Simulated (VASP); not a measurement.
The system is CaF2 (Fluorite).

```
Ca F
1.0
     0.00000    2.73100    2.73100
     2.73100    0.00000    2.73100
     2.73100    2.73100    0.00000
Ca F
1 2
Direct
  0.00000 0.00000 0.00000
  0.25000 0.25000 0.25000
  0.75000 0.75000 0.75000
```

```yaml
Program: VASP 6.6.1
Task: relaxation of cell and atoms
Functional: LDA
Potentials_or_basis: VASP PAW LDA potentials, release 64 (Ca_sv, F)
Cutoff: 600 eV
k_mesh: 8 × 8 × 8
Occupations: gaussian, width 0.03 eV
Spin: no spin polarisation
```

At the start: pressure -6.2 GPa; volume 13.58 Å³/atom.

Q: Where does the relaxation end?

A: Over 3 steps the energy falls by 19.5 meV/atom and the volume is 12.64 Å³/atom (-6.9 %); space group Fm-3m (No. 225, to 0.05 Å).

The path:
```
step  energy change (eV)  largest force (eV/Å)  pressure (GPa)  volume (Å³)
   1              0.0000                0.0000           -6.23        40.74
   2             -0.0581                0.0000            0.60        37.70
   3             -0.0585                0.0000           -0.01        37.92
```

Final structure:
```
CELL_PARAMETERS angstrom
0.00000 2.66647 2.66647
2.66647 0.00000 2.66647
2.66647 2.66647 0.00000
ATOMIC_POSITIONS crystal
Ca 0.00000 0.00000 0.00000
F 0.25000 0.25000 0.25000
F 0.75000 0.75000 0.75000
```
